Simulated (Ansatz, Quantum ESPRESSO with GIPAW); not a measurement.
# Reading a 13C spectrum of CH4N2O

A crystal of composition CH4N2O (one database entry, not always the ambient form) has the 13C spectrum and parameters below, calculated by GIPAW (PBEsol; shifts against TMS, scatter of the reference line 0.8 ppm; spans on the shift scale).

Simulated spectrum: 13C MAS at 10 kHz, 9.4 T (100.7 MHz), lines broadened by 1.2 ppm; rigid lattice, with dipolar and J couplings left out. Its lines over 1.5 % of the strongest:

```tsv
δ (ppm)	area
333.6	0.05
234.2	0.56
134.9	1.00
35.5	0.27
-63.8	0.16
-163.1	0.02
```

```tsv
line	δ_iso (ppm)	relative area	span (ppm)	skew
A	134.9	1	333.7	1.00
```

What coordination and symmetry does each C site have?

A: skew ±1 point to an axis of order three or more.  The structure behind these values (space group P4/nmm; other structures could give like values):

```tsv
line	surroundings	neighbours	bonds (Å)	site symmetry
A	CON	2	1.20 to 1.21	4mm
```

[Banner, clock, file and message-heading lines were taken out of the pw.x and gipaw.x logs.]

[Logs are printed without paths, hosts, clocks, repeated set-up lines and the standing remarks that a program may print on its own settings, such as how far it seeks lower states.]

[Hosts, paths, dates, database ids (printed as entryN), source tags and the programs' standing remarks are cut or masked in the printed files.]
